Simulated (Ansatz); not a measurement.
The crystal is PbI2 (P-3m1).

The structure is trigonal, space group P-3m1 (No. 164). The conventional cell has a = 4.555 Å, b = 4.555 Å, c = 6.977 Å, α = 90.00°, β = 90.00°, γ = 120.00°. Pb has 6 I at 3.21 Å nearest. I has 3 Pb at 3.21 Å nearest. Farther neighbours and most contacts between anions are not listed.

```cif
data_structure
_symmetry_space_group_name_H-M 'P 1'
_symmetry_Int_Tables_number 1
_cell_length_a 4.5550
_cell_length_b 4.5550
_cell_length_c 6.9770
_cell_angle_alpha 90.000
_cell_angle_beta 90.000
_cell_angle_gamma 120.000
_cell_volume 125.36
loop_
_atom_site_label
_atom_site_type_symbol
_atom_site_fract_x
_atom_site_fract_y
_atom_site_fract_z
_atom_site_occupancy
Pb1 Pb 0.00000 0.00000 0.00000 1
I2 I 0.33333 0.66667 0.26500 1
I3 I 0.66667 0.33333 0.73500 1
```

The cell and positions come from the Crystallography Open Database and are kept as given unless a step says otherwise. Spin-orbit coupling is left out unless a run names it. PAW set soft_2, made with PBE.

Gaps computed with Ansatz 0.2.0 without a self-energy: PBE 2.22 eV, PBE+SOC 1.43 eV and PBE0 3.56 eV. The mean ε∞ by PBE perturbation theory is 6.14.

Q: What gap should G0W0 on PBE give (6×6×2 mesh, 805 empty bands, screening to 200 eV, default PAW files)?

About 3.22 eV: on its mesh the run moves the gap from 2.22 eV by +1.00 eV. Among the scalar-relativistic levels given, PBE0 is nearest (+0.34 eV). One-shot corrections scale roughly with one over ε∞, here 0.16. Spin-orbit coupling is not in that value; its −0.78 eV at the PBE level would bring it to about 2.44 eV. Bands and cutoff are finite, so the gap is not at the basis limit. The miss can reach some tenths of an eV and take either sign; the mesh is an error of its own. The 6×6×2 mesh is coarse for this cell (its supercell is 14 Å along the shortest edge). The RPA ε∞ on it, from the PBE start, is 4.66 and 6.26; such meshes misread the long-range screening, most where the gap is narrow. Where an edge is built on 6p states of lead, bismuth or thallium, scalar-relativistic gaps usually stand too wide, by a few tenths to over one eV. The many-body steps are scalar-relativistic: spin-orbit coupling is not in them.

[Paths, hosts, dates, memory and timing lines, banners, echoed tables and standing remarks are left out of the program output.]

[Logs are printed without paths, hosts, clocks, repeated set-up lines and the standing remarks that a program may print on its own settings, such as how far it seeks lower states.]

[Runs of the session that timed out or met a known fault of the program may be left out.]

[Cells called generated may have been cut or substituted from an entry of the Crystallography Open Database or the Materials Project.]

[Hosts, paths, dates, database ids (printed as entryN), source tags and the programs' standing remarks are cut or masked in the printed files.]
